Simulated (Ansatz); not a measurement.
# SiNi: the cost of one run

Program: Ansatz 0.2.0. Level of theory: DFT PBE, scalar-relativistic, plane waves, PAW. These are calculated values, not measurements.

5 further runs of the same task are left out: 2 that didn't finish, 3 set aside as unsound or not needed. Runs told in other sessions of the task aren't counted.

## Step 1: The system as given

Symmetry: Pnma, No. 62, orthorhombic system. The conventional cell has a = 5.154 Å, b = 3.375 Å, c = 5.620 Å, α = 90.00°, β = 90.00°, γ = 90.00°. Si (site symmetry m) has 6 Ni at 2.29 to 2.41 Å in its first shell of neighbours. Around Ni (site symmetry m) lie 6 Si at 2.29 to 2.41 Å.

Coordinates:

```
CELL_PARAMETERS angstrom
5.15409 0.00000 0.00000
0.00000 3.37549 0.00000
0.00000 0.00000 5.61971
ATOMIC_POSITIONS crystal
Si 0.32125 0.75000 0.08408
Si 0.17875 0.25000 0.58408
Si 0.82125 0.75000 0.41592
Si 0.67875 0.25000 0.91592
Ni 0.00822 0.25000 0.18849
Ni 0.49178 0.75000 0.68849
Ni 0.50822 0.25000 0.31151
Ni 0.99178 0.75000 0.81151
```

This cell was relaxed beforehand with the same method: volume 12.22 Å³/atom, gap on the mesh none (metal).

## Step 2: The reference cell

The reference gives a free energy of -25906.1653 eV, pressure 0.01 GPa, largest force 0.012 eV/Å and gap on the mesh none (metal). It was computed beforehand with the settings of the runs below.

## Step 3: Setting up energy and stress against strain

The cell is strained by ε times the Voigt pattern (0, 1, 0, 0, 0, 0) (xx, yy, zz, yz, xz, xy; engineering shear), with fractional coordinates fixed (clamped ions). The stress on the pattern is the sum of the stress components weighted by it, tension positive.

## Step 4: At ε = -0.0200

File input.yaml:

```yaml
crystal:
  lattice:
    - [5.1540864066, 0.0, 0.0]
    - [0.0, 3.3079802003, 0.0]
    - [0.0, 0.0, 5.619713966]
  atoms:
    - { symbol: Si, position: [0.3212470392, 0.75, 0.084078131] }
    - { symbol: Si, position: [0.1787529608, 0.25, 0.584078131] }
    - { symbol: Si, position: [0.8212470392, 0.75, 0.415921869] }
    - { symbol: Si, position: [0.6787529608, 0.25, 0.915921869] }
    - { symbol: Ni, position: [0.0082175761, 0.25, 0.1884869335] }
    - { symbol: Ni, position: [0.4917824239, 0.75, 0.6884869335] }
    - { symbol: Ni, position: [0.5082175761, 0.25, 0.3115130665] }
    - { symbol: Ni, position: [0.9917824239, 0.75, 0.8115130665] }
basis:
  ecutwfc: 420
kpoints:
  mp_grid: { grid: [8, 12, 8] }
hamiltonian:
  xc: pbe
scf:
  occupations: { method: gaussian, width: 0.15 }
output:
  forces: true
  stress: true
  eigenvalues: true
  write_density: true
  write_potential: true
  elf: true
  volumetric_format: npy
```

On the command line:

```console
$ ansatz run input.yaml --threads 2 --pin off --max-ram 5120MiB --backend cpu --events-out ev --progress --plain --runs-dir out
```

Q: Estimate wall time and peak memory on 2 threads of Arm Neoverse V2, shared host.

About 28 s, with a peak of 0.8 GiB.
